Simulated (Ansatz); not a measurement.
# GaSb: pressure up to the limit of the methods

The task here is to estimate one member of a computed series from the others.

Method: DFT, PBE, PAW with Ansatz's default frozen-core files, scalar-relativistic, in Ansatz 0.2.0.

## The system as given

It takes space group Pm-3m (No. 221, cubic). The conventional cell has a = 3.143 Å, b = 3.143 Å, c = 3.143 Å, α = 90.00°, β = 90.00°, γ = 90.00°. Ga (site symmetry m-3m) has 8 Sb at 2.72 Å as nearest neighbours. Around Sb (site symmetry m-3m) lie 8 Ga at 2.72 Å.

Coordinates:

```
Ga Sb
1.0
     3.14264    0.00000    0.00000
     0.00000    3.14264    0.00000
     0.00000    0.00000    3.14264
Ga Sb
1 1
Direct
  0.00000 0.00000 0.00000
  0.50000 0.50000 0.50000
```

Whether this phase is the stable one at these pressures isn't tested.

Atoms are numbered in the order of the input: Ga1, Sb2.

Set-up of the first run:

Input file input.yaml:

```yaml
crystal:
  lattice:
    - [3.142643416, 0.0, 0.0]
    - [0.0, 3.142643416, 0.0]
    - [0.0, 0.0, 3.142643416]
  atoms:
    - { symbol: Ga, position: [0.0, 0.0, 0.0] }
    - { symbol: Sb, position: [0.5, 0.5, 0.5] }
kpoints:
  mp_grid: { grid: [13, 13, 13] }
scf:
  occupations: { method: fermi_dirac, width: 0.1 }
hamiltonian:
  xc: pbe
  pseudopotentials: { kind: paw }
output:
  forces: true
  stress: true
  write_density: true
  write_potential: true
  elf: true
  volumetric_format: npy
relax:
  f_tol: 0.005
  max_steps: 40
  cell: {}
```

Run with:

```sh
> ansatz run input.yaml --threads 1 --pin off --max-ram 2048MiB --backend cpu --events-out ev --progress --plain --runs-dir out
```

Steps of the session up to this table: Cell relaxed at zero pressure, PAW; Volume scaled by 1, PAW; Volume scaled by 0.94, PAW; Volume scaled by 0.88, PAW; Volume scaled by 0.8, PAW; Volume scaled by 0.72, PAW; Volume scaled by 0.64, PAW; Volume scaled by 0.55, PAW; Volume scaled by 0.55, PAW (cutoff 1000 eV).

One table of the session follows, with a row left open; its other results are not shown here.

| method | volume over the first | volume (Å³/atom) | pressure (GPa) |
| --- | --- | --- | --- |
| PAW | 1 | 23.566 | 0.03 |
| PAW | 0.94 | 22.152 | 3.61 |
| PAW | 0.88 | 20.738 | 8.67 |
| PAW | 0.8 | ? | ? |
| PAW | 0.72 | 16.968 | 36.13 |
| PAW | 0.64 | 15.082 | 65.72 |
| PAW | 0.55 | 12.961 | 127.13 |
| PAW (cutoff 1000 eV) | 0.55 | 12.961 | 127.09 |

Q: Estimate the row for PAW, 0.8 from the others.

The run gave: volume (Å³/atom): 18.853; pressure (GPa): 18.92. In the column «volume (Å³/atom)» it lies between PAW, 0.72 (16.968) and PAW, 0.88 (20.738).
